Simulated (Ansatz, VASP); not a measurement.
**GaP: VASP beside Ansatz**

```
Ga P
1.0
     0.00000    2.74330    2.74330
     2.74330    0.00000    2.74330
     2.74330    2.74330    0.00000
Ga P
1 1
Direct
  0.00000 0.00000 0.00000
  0.75000 0.75000 0.75000
```

Change from the starting cell: volume scaled by 1.02.

Alike in both runs: task single point; functional r2SCAN; k mesh 8 × 8 × 8; occupations fermi-dirac, width 0.05 eV; no spin polarisation.

|  | VASP | Ansatz |
| --- | --- | --- |
| version | VASP 6.6.1 | Ansatz 0.2.0 |
| potentials or method | VASP PAW PBE potentials, release 64 (Ga_d, P) | Ansatz PAW |
| plane-wave cutoff (eV) | 520 | 500 |
| valence electrons in the cell | 18 | 18 |

VASP gave:

```
gap on the k mesh at the Fermi level (eV) : 1.93
least direct gap on the mesh (eV)         : 2.17
pressure (GPa)                            : -1.7
```

**Question.** Which values does Ansatz return?

**Answer.** gap on the k mesh at the Fermi level (eV): 1.92; least direct gap on the mesh (eV): 2.19; pressure (GPa): -1.6.

The functional is the same, so the differences come from potentials, cutoffs and numerics.

Caveats: the PAW data sets were made with another functional, which shifts forces and pressure a little (VASP); the PAW data sets come from PBE, with cores solved anew for the run's functional, which leaves a small shift of forces and pressure (Ansatz). A k mesh can miss the band edges.
